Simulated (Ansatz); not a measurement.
# Te2Mo under changes of volume

One of the cells (24.965 Å³/atom); the others are scaled copies at fixed shape and fractional positions:

```xyz
6
Lattice="3.5182 0.0000 0.0000 -1.7591 3.0469 0.0000 0.0000 0.0000 13.9736" Properties=species:S:1:pos:R:3 pbc="T T T"
Te    1.7591    1.0156    5.2960
Te    0.0000    2.0312   12.2828
Te    1.7591    1.0156    1.6908
Te    0.0000    2.0312    8.6776
Mo    1.7591    1.0156   10.4802
Mo    0.0000    2.0312    3.4934
```

```yaml
Program: Ansatz 0.2.0
Functional: r2SCAN
Dispersion: D3(BJ)
Potentials_or_basis: Ansatz PAW
Cutoff: "500 eV (not typed: the program's choice for these potentials)"
k_mesh: 9 × 9 × 2
Occupations: fermi-dirac, width 0.05 eV
Spin: no spin polarisation
```

```tsv
volume (Å³/atom)	energy over the lowest point (meV/atom)	pressure (GPa)	gap on the mesh (eV)	largest force (eV/Å)
23.467	?	?	?	?
23.966	17.75	5.3	0.87	0.532
24.466	5.21	2.8	0.88	0.218
24.965	0.00	0.6	0.89	0.072
25.464	1.35	-1.4	0.90	0.339
25.963	8.59	-3.2	0.91	0.585
26.463	21.10	-4.8	0.91	0.813
```

**Question.** What does the run at 23.467 Å³/atom give?

**Answer.** Energy over the lowest point 38.47 meV/atom; pressure 8.1 GPa; gap on the mesh 0.86 eV; largest force 0.872 eV/Å.

Worked out: A Birch-Murnaghan fit of order 3 (a polynomial in V^(-2/3)) to the other rows has its minimum at 25.10 Å³/atom with B0 = V·E''(V) = 103 GPa and B' = 4.5 at fixed shape and positions, which overstates the stiffness. It gives 38.45 meV/atom at 23.467 Å³/atom, against the run's 38.47, and -dE/dV = 8.1 GPa, against 8.1. A straight line through the other rows of the gap, of slope 0.433 eV per unit of ln V, extrapolates to 0.86 eV, against the run's 0.86.

Energies are extrapolated to zero smearing.

Caveats: odd divisions of the mesh miss points on the zone boundary, where band edges often lie, so the gap on the mesh can be too wide; spin-orbit coupling is left out, which moves the levels of the heavy elements; the PAW data sets come from PBE, with cores solved anew for the run's functional, which leaves a small shift of forces and pressure; the dispersion damping was fitted for another functional or another form of the correction.

A mesh can miss the band edges.
